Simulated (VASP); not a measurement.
Input of a VASP 6.6.1 run:

Contents of INCAR:

```
SYSTEM = SnO2
PREC     = Accurate       ! precision mode
ENCUT    = 520            ! plane-wave cutoff, eV
EDIFF    = 1E-7           ! SCF threshold, eV
ISMEAR   = -1             ! smearing method
SIGMA    = 0.05           ! smearing width, eV
LREAL    = .FALSE.        ! projectors in reciprocal space
LASPH    = .TRUE.         ! aspherical terms in the spheres
NELM     = 80             ! most SCF steps
ALGO     = Normal         ! electronic algorithm
ISIF     = 2              ! what is computed and relaxed
LWAVE    = .FALSE.        ! write WAVECAR
LCHARG   = .FALSE.        ! write CHGCAR
GGA      = PE             ! functional
NBANDS   = 20             ! bands
```

Contents of KPOINTS:

```
Automatic mesh
0
G
  9 6 5
  0 0 0
```

File POSCAR:

```
SnO2
1.0
    3.0232700000      0.0000000000      0.0000000000
    0.0000000000      4.9646800000      0.0000000000
    0.0000000000      0.0000000000      5.9769600000
Sn O
1 2
Direct
    0.5074680000      0.4991730000     -0.0008730000
   -0.0043850000      0.5088600000      0.7674370000
   -0.0130290000      0.4947350000      0.2259780000
```

Potentials or basis: VASP PAW PBE potentials, release 64 (Sn_d, O).

The run is started by

```console
$ cat potpaw_PBE.64/Sn_d/POTCAR potpaw_PBE.64/O/POTCAR > POTCAR
$ mpirun -np 1 vasp_std > vasp.out
```

(1) Estimate the pressure.

(2) Predict the band gap on the k mesh.

(3) Estimate the largest force.

Answers

(1) -0.5 GPa.

(2) 1.30 eV, indirect (least direct gap 1.79 eV).

(3) 1.114 eV/Å.

Caveat: spin-orbit coupling is left out, which moves the levels of the heavy elements; an odd mesh through Γ misses points on the zone boundary, where band edges often lie.
